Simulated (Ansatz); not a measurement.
**CoO (Fm-3m), two-dimensional strain map**

Computed with Ansatz 0.2.0, DFT PBEsol, scalar-relativistic, plane waves, PAW. Cutoff 420 eV, Γ-centred 24×24×24 k-points, Gaussian smearing of 0.15 eV. Collinear spins, started from moments 2.6, 0.3 μB in atom order; the magnetic state may not be the lowest. Energies are free energies at this smearing, counted from the undisturbed cell; pressure is positive in compression.

Zero of the scan (relaxed at this level; with this scan's settings it stands at 0.1 GPa):

```xyz
2
Lattice="0.0000 2.0835 2.0835 2.0835 0.0000 2.0835 2.0835 2.0835 0.0000" Properties=species:S:1:pos:R:3 pbc="T T T"
Co    0.0000    0.0000    0.0000
O     2.0835    2.0835    2.0835
```

The cell is strained by p along both x and y and by q along z, fractional coordinates fixed. Points are written (p, q).

Energy above the undisturbed cell in meV/atom (a dash: not computed):

```csv
p \ q,-0.030,-0.015,0.000,0.030
-0.030,40.7,28.7,20.0,10.0
0.000,6.1,–,0.0,4.5
0.030,7.0,–,16.8,37.1
```

Pressure in GPa:

```csv
p \ q,-0.030,-0.015,0.000,0.030
-0.030,17.6,14.4,11.6,6.9
0.000,5.8,–,0.1,-4.6
0.030,-4.0,–,-9.3,-13.7
```

Cost: 10 runs of about 8.4 core-minutes in all, on Oxide Virtual Turin-like Processor (Zen 5) (shared hosts).